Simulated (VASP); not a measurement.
Method: PBE GGA, VASP's PBE PAW potentials (set 64) (plane waves; VASP).

Input for VASP

### INCAR
```
SYSTEM = InCuS2
PREC = Accurate
ENCUT = 300
EDIFF = 1E-6
NELM = 100
ALGO = Normal
LREAL = .FALSE.
LASPH = .TRUE.
ISMEAR = 0
SIGMA = 0.136
GGA = PE
LMAXMIX = 4
LWAVE = .FALSE.
LCHARG = .FALSE.
ISIF = 2
```

### KPOINTS
```
Regular mesh
0
G
  4 4 4
```

File POSCAR:
```
InCuS2
1
   -2.7555800000     2.7555800000     5.5537730000
    2.7555800000    -2.7555800000     5.5537730000
    2.7555800000     2.7555800000    -5.5537730000
In Cu S
2 2 4
Direct
  0.5000000000   0.5000000000   0.0000000000
  0.2500000000   0.7500000000   0.5000000000
  0.7500000000   0.2500000000   0.5000000000
  0.0000000000   0.0000000000   0.0000000000
  0.8750000000   0.9038000000   0.5288000000
  0.0962000000   0.6250000000   0.9712000000
  0.3750000000   0.3462000000   0.4712000000
  0.6538000000   0.1250000000   0.0288000000
```

POTCAR, in this order: In_d Cu S (PBE.64 set). Program: vasp_std.

The resulting files:

File OUTCAR:
```
 ion  position               nearest neighbor table
   1  0.500  0.500  0.000-   5 2.49   6 2.49   8 2.49   7 2.49   2 3.91   2 3.91   2 3.91   2 3.91
  LATTYP: Found a body centered tetragonal cell.
 ALAT       =     5.5111600000
 C/A-ratio  =     2.0154642580
 Subroutine PRICEL returns:
 Original cell was already a primitive cell.
 Subroutine GETGRP returns: Found  8 space group operations
The static configuration has the point symmetry S_4 .
 The point group associated with its full space group is D_2d.
The dynamic configuration has the point symmetry S_4 .
 Subroutine INISYM returns: Found  8 space group operations
 Subroutine IBZKPT returns following result:
 Found     13 irreducible k-points:

 Following reciprocal coordinates:
            Coordinates               Weight
  0.000000  0.000000  0.000000      1.000000
  0.250000  0.000000  0.000000      8.000000
  0.500000  0.000000  0.000000      4.000000
  0.250000  0.250000  0.000000      8.000000
  0.500000  0.250000  0.000000     16.000000
 -0.250000  0.250000  0.000000      4.000000
  0.500000  0.500000  0.000000      2.000000
  0.250000  0.250000  0.250000      2.000000
 -0.250000  0.250000  0.250000      4.000000
  0.500000  0.500000  0.250000      4.000000
 -0.250000  0.500000  0.250000      8.000000
 -0.250000 -0.250000  0.250000      2.000000
  0.500000  0.500000  0.500000      1.000000
   k-points           NKPTS =     13   k-points in BZ     NKDIM =     13   number of bands    NBANDS=     43
   number of dos      NEDOS =    301   number of ions     NIONS =      8
   total plane-waves  NPLWV =  64000
   dimension x,y,z NGX =    40 NGY =   40 NGZ =   40
   dimension x,y,z NGXF=    80 NGYF=   80 NGZF=   80
   ions per type =               2   2   4
   PREC   = accura    normal or accurate (medium, high low for compatibility)
   ISTART =      0    job   : 0-new  1-cont  2-samecut
   ICHARG =      2    charge: 1-file 2-atom 10-const
   ISPIN  =      1    spin polarized calculation?
   LNONCOLLINEAR =      F non collinear calculations
   LSORBIT =      F    spin-orbit coupling
   INIWAV =      1    electr: 0-lowe 1-rand  2-diag
   ENCUT  =  300.0 eV  22.05 Ry    4.70 a.u.   9.58  9.58  9.58*2*pi/ulx,y,z
   NELM   =    100;   NELMIN=  2; NELMDL= -5     # of ELM steps
   EDIFF  = 0.1E-05   stopping-criterion for ELM
   LREAL  =      F    real-space projection
   NLSPLINE    = F    spline interpolate recip. space projectors
   LMAXMIX     =    4 max onsite mixed and CHGCAR
   VOSKOWN=      0    Vosko Wilk Nusair interpolation
   EDIFFG = 0.1E-04   stopping-criterion for IOM
   NSW    =      0    number of steps for IOM
   NBLOCK =      1;   KBLOCK =      1    inner block; outer block
   IBRION =     -1    ionic relax: 0-MD 1-quasi-New 2-CG
   NFREE  =      0    steps in history (QN), initial steepest desc. (CG)
   ISIF   =      2    stress and relaxation
   ISYM   =      2    0-nonsym 1-usesym 2-fastsym
   TEIN   =    0.0    initial temperature
   TEBEG  =    0.0;   TEEND  =   0.0 temperature during run
   SMASS  =  -3.00    Nose mass-parameter (am)
   PSTRESS=    0.0 pullay stress
   NELECT =      72.0000    total number of electrons
   EFERMI =   0.00;   METHOD = LEGACY
   ISMEAR =     0;   SIGMA  =   0.14  broadening in eV -4-tet -1-fermi 0-gaus
   IALGO  =     38    algorithm
   LDIAG  =      T    sub-space diagonalisation (order eigenvalues)
   IMIX   =      4    mixing-type and parameters
     AMIX     =   0.40;   BMIX     =  1.00
     AMIX_MAG =   1.60;   BMIX_MAG =  1.00
     AMIN     =   0.10
   GGA     = PE    functional components
   VOSKOWN =     0    Vosko Wilk Nusair interpolation
   LHFCALC =     F    Hartree Fock is set to
   LHFONE  =     F    Hartree Fock one center treatment
   AEXX    =    0.0000 exact exchange contribution
...
```

OSZICAR:
```
       N       E                     dE             d eps       ncg     rms          rms(c)
DAV:   1     0.622679675541E+03    0.62268E+03   -0.23436E+04  1118   0.138E+03
DAV:   2     0.575510984384E+02   -0.56513E+03   -0.55268E+03  1130   0.396E+02
DAV:   3    -0.304195604446E+02   -0.87971E+02   -0.86759E+02  1530   0.179E+02
DAV:   4    -0.353337766221E+02   -0.49142E+01   -0.48746E+01  1665   0.457E+01
DAV:   5    -0.354802222736E+02   -0.14645E+00   -0.14622E+00  1740   0.791E+00    0.175E+01
DAV:   6    -0.348732267530E+02    0.60700E+00   -0.40726E+01  1574   0.924E+01    0.118E+01
DAV:   7    -0.327407684518E+02    0.21325E+01   -0.11231E+01  1521   0.778E+01    0.734E+00
DAV:   8    -0.330714570706E+02   -0.33069E+00   -0.42647E+00  1729   0.180E+01    0.432E+00
DAV:   9    -0.329258777705E+02    0.14558E+00   -0.15136E+00  1539   0.195E+01    0.122E+00
DAV:  10    -0.329278523325E+02   -0.19746E-02   -0.20455E-01  1564   0.883E+00    0.695E-01
DAV:  11    -0.329234173400E+02    0.44350E-02   -0.45303E-02  1644   0.347E+00    0.228E-01
DAV:  12    -0.329239031219E+02   -0.48578E-03   -0.54184E-03  1612   0.433E-01    0.135E-01
DAV:  13    -0.329239333069E+02   -0.30185E-04   -0.18138E-04  1708   0.956E-02    0.124E-01
DAV:  14    -0.329239108066E+02    0.22500E-04   -0.23502E-04  1537   0.273E-01    0.360E-02
DAV:  15    -0.329239216233E+02   -0.10817E-04   -0.12173E-04  1548   0.112E-01    0.265E-02
DAV:  16    -0.329239181392E+02    0.34841E-05   -0.19821E-05  1636   0.561E-02    0.229E-02
DAV:  17    -0.329239179841E+02    0.15503E-06   -0.31536E-05  1385   0.918E-02    0.113E-02
DAV:  18    -0.329239172683E+02    0.71579E-06   -0.94470E-06  1257   0.462E-02
   1 F= -.32923917E+02 E0= -.32922095E+02  d E =-.364356E-02
```

**OUTCAR**
```
------------------------ aborting loop because EDIFF is reached ----------------------------------------
  FORCE on cell =-STRESS in cart. coord.  units (eV):
  Direction    XX          YY          ZZ          XY          YZ          ZX
  --------------------------------------------------------------------------------------
  Total        2.0987133      2.0987133      2.0801384      0.0000000      0.0000000      0.0000000
  in kB       19.9337739     19.9337739     19.7573476      0.0000000      0.0000000      0.0000000
  external PRESSURE =      19.8749651 kB  Pullay stress =       0.0000000 kB
  volume of cell :      168.68
      direct lattice vectors                 reciprocal lattice vectors
    -2.755580000  2.755580000  5.553773000     0.000000000  0.181450003  0.090028887
     2.755580000 -2.755580000  5.553773000     0.181450003  0.000000000  0.090028887
     2.755580000  2.755580000 -5.553773000     0.181450003  0.181450003  0.000000000
 POSITION                                       TOTAL-FORCE (eV/Angst)
 -----------------------------------------------------------------------------------
      0.00000      0.00000      5.55377        -0.000000     -0.000000     -0.000000
      2.75558      0.00000      2.77689        -0.000000     -0.000000     -0.000000
      0.00000      2.75558      2.77689        -0.000000      0.000000      0.000000
      0.00000      0.00000      0.00000         0.000000     -0.000000      0.000000
      1.53651      1.37779      6.94222         0.097323      0.000000     -0.000000
      4.13337      1.21907     -1.38844        -0.000000     -0.097323      0.000000
      1.21907      1.37779      1.38844        -0.097323     -0.000000      0.000000
     -1.37779      1.53651      4.16533         0.000000      0.097323     -0.000000
 -----------------------------------------------------------------------------------
    total drift:                               -0.000058     -0.000058     -0.000050
  FREE ENERGIE OF THE ION-ELECTRON SYSTEM (eV)
  ---------------------------------------------------
  free  energy   TOTEN  =       -32.9239172683 eV

  energy  without entropy=      -32.9202737117  energy(sigma->0) =      -32.92209549
```
(Selected blocks of OUTCAR.)

File OUTCAR:
```
 val. band max:        5.4384119438   @ k =   0.0000   0.0000   0.0000

 cond. band min:       5.5268244951   @ k =   0.0000   0.0000   0.0000


 Fermi energy:         5.5246681983

 k-point     1 :       0.0000    0.0000    0.0000
  band No.  band energies     occupation
      1      -9.8299      2.00000
      2      -9.8192      2.00000
      3      -9.8192      2.00000
      4      -9.4996      2.00000
      5      -9.4755      2.00000
      6      -9.4755      2.00000
      7      -9.4001      2.00000
      8      -9.3955      2.00000
      9      -9.3670      2.00000
     10      -9.3595      2.00000
     11      -8.8248      2.00000
     12      -7.0922      2.00000
     13      -7.0624      2.00000
     14      -7.0624      2.00000
     15      -1.3833      2.00000
     16      -0.6115      2.00000
     17       0.1994      2.00000
     18       0.7930      2.00000
     19       0.8834      2.00000
     20       1.3348      2.00000
     21       1.3348      2.00000
     22       1.6463      2.00000
     23       1.6463      2.00000
     24       1.9835      2.00000
     25       1.9835      2.00000
     26       2.0621      2.00000
     27       3.4178      2.00000
     28       3.4232      2.00000
     29       3.5419      2.00000
     30       3.8333      2.00000
     31       3.8333      2.00000
     32       3.8578      2.00000
     33       3.9872      2.00000
     34       5.4179      1.73305
     35       5.4179      1.73305
     36       5.4384      1.63025
     37       5.5268      0.98211
     38       7.5036      0.00000
     39       7.7742      0.00000
     40       9.3870      0.00000
     41       9.3870      0.00000
     42      10.3093      0.00000
     43      10.6132      0.00000

 k-point     2 :       0.2500    0.0000    0.0000
  band No.  band energies     occupation
      1      -9.8467      2.00000
      2      -9.8307      2.00000
      3      -9.8024      2.00000
      4      -9.5468      2.00000
      5      -9.4960      2.00000
...
```

At this cut-off the stress carries a Pulay error, which pulls relaxed volumes low. Unless said otherwise, spin-orbit coupling is left out, though it shifts the bands of the heavy elements here.

The structure comes from a computed database's InCuS2 entry; how it stands against other phases isn't given here. The cell was not relaxed at this level, and its volume differs by -5.9 % from the start's.
